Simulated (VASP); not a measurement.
A run of VASP 6.6.1:

The input INCAR:

```
SYSTEM = Ge
  PREC = Accurate
  ENCUT = 520
  EDIFF = 1E-7
  ISMEAR = 0
  SIGMA = 0.02
  LREAL = .False.
  LASPH = .True.
  NELM = 80
  ALGO = Normal
  ISIF = 3
  LWAVE = .False.
  LCHARG = .False.
  GGA = PS
  IBRION = 2
  NSW = 80
  EDIFFG = -0.15
  PSTRESS = 98.0
```

The input KPOINTS:

```
regular mesh
0
Gamma
  12 12 12
  0 0 0
```

Contents of POSCAR:

```
Ge
1.0
   -2.5744897200      2.5744897200      1.3974126400
    2.5744897200     -2.5744897200      1.3974126400
    2.5744897200      2.5744897200     -1.3974126400
Ge
2
Direct
    0.2500000000      0.7500000000      0.5000000000
    0.5000000000      0.5000000000      0.0000000000
```

Potentials or basis: VASP PAW PBE potentials, release 64 (Ge_d).

Run with:

```sh
$ cat potpaw_PBE.64/Ge_d/POTCAR > POTCAR
$ mpirun -np 1 vasp_std > vasp.out
```

Hardware: 1 thread of Intel(R) Xeon(R) 6975P-C (Granite Rapids), with other jobs on the host.

Q: How long does it take, and how much memory?

A: Run time: 2.2 min on 1 thread of Intel(R) Xeon(R) 6975P-C (Granite Rapids) (shared host), peak memory 0.23 GiB. Counts: scf iterations 29, k points 163, ion steps 3.
